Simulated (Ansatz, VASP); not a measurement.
# One calculation of CdSe, two programs

```
Cd Se
1.0
     3.04131    3.04131    0.00000
    -3.04131    3.04131    0.00000
     0.00000    3.04131    3.04131
Cd Se
1 1
Direct
  0.00000 0.00000 0.00000
  0.75000 0.25000 0.50000
```

Alike in both runs: functional PBEsol; k mesh 10 × 10 × 10; occupations fermi-dirac, width 0.05 eV; no spin polarisation.

Ansatz relaxed the structure, and its values are those at the end. VASP's run is a single point on that final structure, the one shown.

```csv
,VASP,Ansatz
version,VASP 6.6.1,Ansatz 0.2.0
potentials or method,"VASP PAW PBE potentials, release 64 (Cd, Se)","PAW with Ansatz's default frozen-core files, scalar-relativistic"
plane-wave cutoff (eV),520,420
valence electrons in the cell,18,36
```

```csv
,VASP,Ansatz,Ansatz less VASP
pressure (GPa),0.3,0.0,-0.34
```

With one functional, cell and mesh, what is left measures potentials, basis and numerics. The two sets of potentials don't hold the same shells in valence.

Caveats: the PAW data sets were made with another functional, which shifts forces and pressure a little (VASP).
